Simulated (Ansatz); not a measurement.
Si₂Ni: two-dimensional strain map

These are results of Ansatz, DFT PBEsol, scalar-relativistic, plane waves, PAW, not measurements. Settings: plane waves to 420 eV, k-mesh 16×16×16 (Γ-centred), Gaussian smearing 0.15 eV. No spin polarisation. A magnetic state may lie lower. Energies are free energies at this smearing, counted from the undisturbed cell; pressure is positive in compression.

The starting cell (relaxed at this level; with this scan's settings it stands at -0.1 GPa):

```
CELL_PARAMETERS angstrom
0.00000 2.69570 2.69570
2.69570 0.00000 2.69570
2.69570 2.69570 0.00000
ATOMIC_POSITIONS crystal
Si 0.25000 0.25000 0.25000
Si 0.75000 0.75000 0.75000
Ni 0.00000 0.00000 0.00000
```

The cell is strained by p along both x and y and by q along z, fractional coordinates fixed. Points are written (p, q).

Energy above the undisturbed cell in meV/atom (a dash: not computed):

| p \ q | -0.080 | -0.040 | 0.000 | 0.040 | 0.080 |
| --- | --- | --- | --- | --- | --- |
| -0.080 | 505.2 | 337.4 | 222.4 | 150.5 | 114.0 |
| -0.040 | 205.1 | – | 48.2 | – | 25.6 |
| 0.000 | 58.3 | 13.2 | 0.0 | 12.4 | 46.3 |
| 0.040 | 26.7 | – | 40.3 | – | – |
| 0.080 | 79.4 | – | 144.9 | – | 285.3 |

Pressure in GPa:

```csv
p \ q,-0.080,-0.040,0.000,0.040,0.080
-0.080,71.0,53.5,39.5,28.1,18.9
-0.040,38.4,–,15.5,–,1.0
0.000,15.9,7.0,-0.1,-5.8,-10.3
0.040,0.8,–,-10.5,–,–
0.080,-9.1,–,-17.2,–,-21.6
```